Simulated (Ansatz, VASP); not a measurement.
SiO2 in VASP and in Ansatz

File INCAR:

```
ALGO = Normal
EDIFF = 1E-7
ENCUT = 520
GGA = PE
ISIF = 2
ISMEAR = -1
LASPH = T
LCHARG = F
LREAL = F
LWAVE = F
NBANDS = 34
NELM = 80
PREC = Accurate
SIGMA = 0.05
```

File KPOINTS:

```
k-points
0
Gamma
  6 6 5
```

POSCAR

```
SiO2
1.0
    5.0605222284      0.0000000000      0.0000000000
   -2.5302611142      4.3825408062      0.0000000000
    0.0000000000      0.0000000000      5.5413533100
Si O
3 6
Direct
    0.5000000000      0.0000000000      0.0000000000
    0.5000000000      0.5000000000      0.6666666667
    0.0000000000      0.5000000000      0.3333333333
    0.2086053700      0.7913946300      0.1666666667
    0.2086053700      0.4172107400      0.5000000000
    0.4172107400      0.2086053700      0.8333333333
    0.7913946300      0.2086053700      0.1666666667
    0.7913946300      0.5827892600      0.5000000000
    0.5827892600      0.7913946300      0.8333333333
```

Contents of input.yaml:

```yaml
crystal:
  lattice:
    - [5.0605222284, 0.0, 0.0]
    - [-2.5302611142, 4.3825408062, 0.0]
    - [0.0, 0.0, 5.54135331]
  atoms:
    - { symbol: Si, position: [0.5, 0.0, 0.0] }
    - { symbol: Si, position: [0.5, 0.5, 0.6666666667] }
    - { symbol: Si, position: [0.0, 0.5, 0.3333333333] }
    - { symbol: O, position: [0.20860537, 0.79139463, 0.1666666667] }
    - { symbol: O, position: [0.20860537, 0.41721074, 0.5] }
    - { symbol: O, position: [0.41721074, 0.20860537, 0.8333333333] }
    - { symbol: O, position: [0.79139463, 0.20860537, 0.1666666667] }
    - { symbol: O, position: [0.79139463, 0.58278926, 0.5] }
    - { symbol: O, position: [0.58278926, 0.79139463, 0.8333333333] }
hamiltonian:
  xc: pbe
  pseudopotentials: { kind: paw }
kpoints:
  mp_grid: { grid: [6, 6, 5] }
scf:
  occupations: { method: fermi_dirac, width: 0.05 }
output:
  forces: true
  stress: true
  eigenvalues: true
  write_density: true
  write_potential: true
  elf: true
  volumetric_format: npy
```

The cell comes from a database or a generator and needn't be the stable form of this composition.

Alike in both runs: task single point; functional PBE; k mesh 6 × 6 × 5; occupations fermi-dirac, width 0.05 eV; no spin polarisation.

|  | VASP | Ansatz |
| --- | --- | --- |
| version | VASP 6.6.1 | Ansatz 0.2.0 |
| potentials or method | VASP PAW PBE potentials, release 64 (Si, O) | Ansatz PAW |
| plane-wave cutoff (eV) | 520 | 420 |
| valence electrons in the cell | 48 | 48 |

Ansatz gave:

| Quantity | Value |
| --- | --- |
| gap on the k mesh at the Fermi level (eV) | 5.71 |
| least direct gap on the mesh (eV) | 5.91 |
| pressure (GPa) | 5.0 |
| largest component of the traceless stress (GPa) | 0.06 |
| rms of the force components (eV/Å) | 0.117 |

Estimate VASP's values.

gap on the k mesh at the Fermi level (eV): 5.71; least direct gap on the mesh (eV): 5.91; pressure (GPa): 5.1; largest component of the traceless stress (GPa): 0.03; rms of the force components (eV/Å): 0.111.

Atom by atom the forces differ by 0.006 eV/Å (rms over components).

Caveats: an odd mesh through Γ misses points on the zone boundary, where band edges often lie (VASP); odd divisions of the mesh miss points on the zone boundary, where band edges often lie, so the gap on the mesh can be too wide (Ansatz); the pressure holds a Pulay correction of +0.6 GPa for the finite cutoff (Ansatz). Expect the measured gap to be larger: semilocal functionals such as PBE lack the derivative discontinuity.
